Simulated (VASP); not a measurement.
Runs of VASP 6.6.1 on Ti. Symmetry: Fm-3m, No. 225, cubic system. The conventional cell has a = 4.109 Å, b = 4.109 Å, c = 4.109 Å, α = 90.00°, β = 90.00°, γ = 90.00°. Ti (site symmetry m-3m) is surrounded by 12 Ti at 2.91 Å. This isn't the form of Ti at room conditions, which is hcp.

```csv
task,level,potentials or basis,cell,k mesh,cutoff (eV),mesh quality,gap on the mesh (eV),pressure (GPa),relaxed volume (Å³/atom)
relaxation of cell and atoms,PBE,"VASP PAW PBE potentials, release 64 (Ti_sv)",relaxed,18 × 18 × 18,600,not flagged,none,0.0,-
relaxation of cell and atoms,PBEsol,"VASP PAW PBE potentials, release 64 (Ti_sv)",relaxed,6 × 6 × 6,600,coarse,none,0.0,(a)
relaxation of cell and atoms,PBEsol,"VASP PAW PBE potentials, release 64 (Ti_sv)",relaxed,18 × 18 × 18,600,not flagged,none,0.0,16.64
relaxation of cell and atoms,PBE+D3(BJ),"VASP PAW PBE potentials, release 64 (Ti_sv)",relaxed,18 × 18 × 18,600,not flagged,none,0.0,16.41
relaxation of cell and atoms,LDA,"VASP PAW LDA potentials, release 64 (Ti_sv)",relaxed,18 × 18 × 18,600,not flagged,none,0.0,15.99
relaxation of cell and atoms,RPBE,"VASP PAW PBE potentials, release 64 (Ti_sv)",relaxed,18 × 18 × 18,600,not flagged,none,0.0,17.87
single point,PBEsol,"VASP PAW PBE potentials, release 64 (Ti_sv)",as given,18 × 18 × 18,520,not flagged,none,-4.4,-
relaxation of cell and atoms,PBEsol,"VASP PAW PBE potentials, release 64 (Ti)",relaxed,18 × 18 × 18,580,not flagged,none,0.0,(b)
```

Alike in all rows: no spin polarisation; smearing gaussian 0.1 eV.

**Question.** Estimate the missing entries.

**Answer.** (a) 16.74; (b) 16.50.

Caveats: some runs use coarse meshes; the PAW data sets were made with another functional, which shifts forces and pressure a little (some runs); the relaxation stopped at its first step, so nothing moved (some runs); pairwise dispersion overbinds metals, which lowers pressure and volume (some runs).

A gap of «none» marks a metal or a gap under the smearing width.

The runs don't all hold the same shells in valence.
